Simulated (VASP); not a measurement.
# BN (Qingsongite) (F-43m) in VASP: notebook

The runs below take BN (Qingsongite) through single point, with r2SCAN.

All numbers are computed with VASP 6.6.1; they aren't measurements. Logs are shortened: lines on timing, memory, paths and dates and some standing lists are left out, and cuts for length are marked.

**Measured values to compare with.**

A printed reference work, monograph reports, for a bulk crystal of BN at 300 K: band gap 6.4 eV (indirect).

The runs below are set against these values where they give the same quantity.

## (1) The cell of the first run

Symmetry: F-43m, No. 216, cubic system. Conventional cell: a = 3.610 Å, b = 3.610 Å, c = 3.610 Å, α = 90.00°, β = 90.00°, γ = 90.00°. Within 2.1 Å of B (site symmetry -43m) lie 4 N at 1.56 Å. Within 2.1 Å of N (site symmetry -43m) lie 4 B at 1.56 Å.

## (2) Single point, r2SCAN

POSCAR

```
BN
1.0
    0.0000000000      1.8048245560      1.8048245560
    1.8048245560      0.0000000000      1.8048245560
    1.8048245560      1.8048245560      0.0000000000
B N
1 1
Direct
    0.0000000000      0.0000000000      0.0000000000
    0.2500000000      0.2500000000      0.2500000000
```

INCAR.step1

```
  PREC = Accurate
  ENCUT = 520
  ISMEAR = 0
  SIGMA = 0.01
  LREAL = False
  LASPH = True
  NELM = 60
  NBANDS = 11
  GGA = PE
  ALGO = Normal
  EDIFF = 1E-4
  LWAVE = True
  LCHARG = False
```

INCAR.step2

```
  PREC = Accurate
  ENCUT = 520
  EDIFF = 1E-7
  ISMEAR = 0
  SIGMA = 0.01
  LREAL = False
  LASPH = True
  NELM = 60
  ALGO = Normal
  ISIF = 2
  LWAVE = False
  LCHARG = True
  METAGGA = R2SCAN
  LMIXTAU = True
  LELF = True
  LVHAR = True
  NBANDS = 11
  ISTART = 1
```

KPOINTS

```
regular mesh
0
Gamma
  10 10 10
```

Potentials or basis: VASP PAW PBE potentials, release 64 (B, N).

Command:

```sh
$ cat potpaw_PBE.64/B/POTCAR potpaw_PBE.64/N/POTCAR > POTCAR
$ cp INCAR.step1 INCAR
$ mpirun -np 1 vasp_std > vasp.out
$ cp INCAR.step2 INCAR
$ mpirun -np 1 vasp_std > vasp.out
```

OUTCAR:

```text
PREC = Accurate
   ENCUT = 520
   EDIFF = 1E-7
   ISMEAR = 0
   LREAL = False
   LASPH = True
   NELM = 60
   ISIF = 2
   METAGGA = R2SCAN
   ISTART = 1

 ion  position               nearest neighbor table
   1  0.000  0.000  0.000-   2 1.56   2 1.56   2 1.56   2 1.56
   2  0.250  0.250  0.250-   1 1.56   1 1.56   1 1.56   1 1.56

  LATTYP: Found a face centered cubic cell.
 ALAT       =     3.6096491120

  Lattice vectors:

 A1 = (   0.0000000000,   1.8048245560,   1.8048245560)
 A2 = (   1.8048245560,   0.0000000000,   1.8048245560)
 A3 = (   1.8048245560,   1.8048245560,   0.0000000000)

Analysis of symmetry for initial positions (statically):
=====================================================================
 Subroutine PRICEL returns:
 Original cell was already a primitive cell.

 Routine SETGRP: Setting up the symmetry group for a
 face centered cubic supercell.

 Subroutine GETGRP returns: Found 24 space group operations
 (whereof 24 operations were pure point group operations)
 out of a pool of 48 trial point group operations.

The static configuration has the point symmetry T_d .

Analysis of symmetry for dynamics (positions and initial velocities):
=====================================================================
 Subroutine PRICEL returns:
 Original cell was already a primitive cell.

 Routine SETGRP: Setting up the symmetry group for a
 face centered cubic supercell.

 Subroutine GETGRP returns: Found 24 space group operations
 (whereof 24 operations were pure point group operations)
 out of a pool of 48 trial point group operations.

The dynamic configuration has the point symmetry T_d .

 Subroutine INISYM returns: Found 24 space group operations
 (whereof 24 operations are pure point group operations),
 and found     1 'primitive' translations

----------------------------------------------------------------------------------------

                                     Primitive cell

  volume of cell :      11.7580

  direct lattice vectors                    reciprocal lattice vectors
     0.000000000  1.804824556  1.804824556    -0.277035238  0.277035238  0.277035238
     1.804824556  0.000000000  1.804824556     0.277035238 -0.277035238  0.277035238
     1.804824556  1.804824556  0.000000000     0.277035238  0.277035238 -0.277035238

  length of vectors
     2.552407365  2.552407365  2.552407365     0.479839107  0.479839107  0.479839107

  position of ions in fractional coordinates (direct lattice)
     0.000000000  0.000000000  0.000000000
[... 86 lines left out ...]
   POTIM  = 0.5000    time-step for ionic-motion
   TEBEG  =    0.0;   TEEND  =   0.0 temperature during run
   PSTRESS=    0.0 pullay stress
   NELECT =       8.0000    total number of electrons
   NUPDOWN=      -1.0000    fix difference up-down
   EMIN   =  10.00;   EMAX   =-10.00  energy-range for DOS
   EFERMI =   0.00;   METHOD = LEGACY
   ISMEAR =     0;   SIGMA  =   0.01  broadening in eV -4-tet -1-fermi 0-gaus
   EFERMI_NEDOS =   21; number of points for ismear=-14 and -15
   IALGO  =     38    algorithm
   IMIX   =      4    mixing-type and parameters
     AMIX     =   0.40;   BMIX     =  1.00
     AMIX_MAG =   1.60;   BMIX_MAG =  1.00
  volume/ion in A,a.u.               =       5.88        39.67
  Fermi-wavevector in a.u.,A,eV,Ry     =   1.439881  2.720980 28.208365  2.073256
  Thomas-Fermi vector in A             =   2.558687
   LORBIT       =      0    0 simple, 1 ext, 2 COOP (PROOUT), +10 PAW based schemes
   METAGGA = R2SCAN    functional components
   LHFCALC =     F    Hartree Fock is set to
   AEXX    =    0.0000 exact exchange contribution
   IVDW    =     0    specifies the selected vdW correction
   LEPSILON=     F    determine dielectric tensor
   LRPA    =     F    only Hartree local field effects (RPA)
 non-spin polarized calculation
 Gauss-broadening in eV      SIGMA  =   0.01
  energy-cutoff  :      520.00
  volume of cell :       11.76
 maximum number of plane-waves:       332
   NGX =  9   NGY =  9   NGZ =  9

 number of electron       7.9999999 magnetization

 Free energy of the ion-electron system (eV)
  ---------------------------------------------------
  ext. energy  EPLUGINS =         0.00000000
  ---------------------------------------------------
  free energy    TOTEN  =       -19.17158660 eV

  energy without entropy =      -19.17158660  energy(sigma->0) =      -19.17158660

 E-fermi :   7.4556     XC(G=0): -13.6699

 val. band max:        7.2972250595   @ k =   0.0000   0.0000   0.0000
 cond. band min:      12.2788406996   @ k =   0.5000   0.5000   0.0000
 fundamental gap:      4.9816156401
 Fermi energy:         7.4556405968

 k-point     1 :       0.0000    0.0000    0.0000
  band No.  band energies     occupation
      1     -14.0457      2.00000
      2       7.2972      2.00000
      3       7.2972      2.00000
      4       7.2972      2.00000
      5      16.8453      0.00000
      6      16.8453      0.00000
      7      16.8453      0.00000
      8      18.4359      0.00000
      9      33.5175      0.00000
     10      36.0955      0.00000
     11      36.0955      0.00000
[... 309 lines left out ...]
 k-point    24 :       0.4000    0.3000    0.0000
  band No.  band energies     occupation
      1     -10.1428      2.00000
      2       0.1588      2.00000
      3       2.5928      2.00000
      4       3.0478      2.00000
      5      13.9898      0.00000
      6      18.6261      0.00000
      7      23.9459      0.00000
      8      24.0626      0.00000
      9      28.3742      0.00000
     10      36.0652      0.00000
     11      40.5503      0.00000

 [... further k-points ...]

------------------------ aborting loop because EDIFF is reached ----------------------------------------

  FORCE on cell =-STRESS in cart. coord.  units (eV):
  Direction    XX          YY          ZZ          XY          YZ          ZX
  --------------------------------------------------------------------------------------
  -------------------------------------------------------------------------------------
  Total        0.0842525      0.0842525      0.0842525      0.0000000      0.0000000     -0.0000000
  in kB       11.4804370     11.4804370     11.4804370      0.0000000      0.0000000     -0.0000000
  external PRESSURE =      11.4804370 kB  Pullay stress =       0.0000000 kB

 VOLUME and BASIS-vectors are now :
 -----------------------------------------------------------------------------
  energy-cutoff  :      520.00
  volume of cell :       11.76
      direct lattice vectors                 reciprocal lattice vectors
     0.000000000  1.804824556  1.804824556    -0.277035238  0.277035238  0.277035238
     1.804824556  0.000000000  1.804824556     0.277035238 -0.277035238  0.277035238
     1.804824556  1.804824556  0.000000000     0.277035238  0.277035238 -0.277035238

 POSITION                                       TOTAL-FORCE (eV/Angst)
 -----------------------------------------------------------------------------------
      0.00000      0.00000      0.00000        -0.000000     -0.000000     -0.000000
      0.90241      0.90241      0.90241         0.000000      0.000000      0.000000
 -----------------------------------------------------------------------------------
    total drift:                                0.000000      0.000000      0.000000

  FREE ENERGIE OF THE ION-ELECTRON SYSTEM (eV)
  ---------------------------------------------------
  free  energy   TOTEN  =       -19.1715865958 eV

  energy  without entropy=      -19.1715865958  energy(sigma->0) =      -19.17158660
```

OUTCAR.step1:

```text
PREC = Accurate
   ENCUT = 520
   ISMEAR = 0
   LREAL = False
   LASPH = True
[... 557 lines left out ...]
      0.00000      0.00000      0.00000         0.000000      0.000000     -0.000000
      0.90241      0.90241      0.90241        -0.000000      0.000000      0.000000
 -----------------------------------------------------------------------------------
    total drift:                               -0.000000     -0.000000     -0.000000

  FREE ENERGIE OF THE ION-ELECTRON SYSTEM (eV)
  ---------------------------------------------------
  free  energy   TOTEN  =       -17.4483548052 eV

  energy  without entropy=      -17.4483548052  energy(sigma->0) =      -17.44835481
```

OSZICAR.step1:

```text
N       E                     dE             d eps       ncg     rms          rms(c)
DAV:   1     0.844393667228E+01    0.84439E+01   -0.50415E+03  1098   0.721E+02
DAV:   2    -0.179375136321E+02   -0.26381E+02   -0.25415E+02  1237   0.161E+02
DAV:   3    -0.184198509112E+02   -0.48234E+00   -0.48103E+00  1211   0.179E+01
DAV:   4    -0.184204143976E+02   -0.56349E-03   -0.56348E-03  1139   0.690E-01
DAV:   5    -0.184204148776E+02   -0.48006E-06   -0.48007E-06  1125   0.202E-02    0.673E+00
DAV:   6    -0.175359678461E+02    0.88445E+00   -0.29261E+00  1070   0.991E+00    0.328E+00
DAV:   7    -0.174625389763E+02    0.73429E-01   -0.10601E-01  1163   0.268E+00    0.193E+00
DAV:   8    -0.174480871654E+02    0.14452E-01   -0.35756E-02  1145   0.138E+00    0.195E-01
DAV:   9    -0.174482681559E+02   -0.18099E-03   -0.95784E-04  1097   0.259E-01    0.840E-02
DAV:  10    -0.174483548052E+02   -0.86649E-04   -0.12145E-04  1114   0.940E-02
   1 F= -.17448355E+02 E0= -.17448355E+02  d E =-.140801-169
```

It took 20 s on 1 thread of Intel Xeon 6975P-C, shared host; peak memory 0.12 GiB.

What came out:

| Quantity | Value |
| --- | --- |
| Free energy | -19.1716 eV |
| Pressure | 1.1 GPa |
| Band gap on the k mesh | 4.98 eV, indirect (least direct gap 9.55 eV) |

Levels at points of the mesh, in eV from the valence-band top:
| k point | band 1 | band 2 | band 3 | band 4 | band 5 | band 6 | band 7 | band 8 |
| --- | --- | --- | --- | --- | --- | --- | --- | --- |
| (0.00, 0.00, 0.00) | -21.34 | 0.00 | 0.00 | 0.00 | 9.55 | 9.55 | 9.55 | 11.14 |
| (0.50, 0.00, 0.00) | -17.03 | -11.12 | -2.02 | -2.02 | 10.85 | 11.49 | 11.49 | 16.45 |
| (0.50, 0.50, 0.00) | -15.60 | -9.35 | -5.12 | -5.12 | 4.98 | 9.84 | 19.33 | 19.33 |

Caveat: the PAW data sets were made with another functional, which shifts forces and pressure a little.

[end of part 1 of 2]
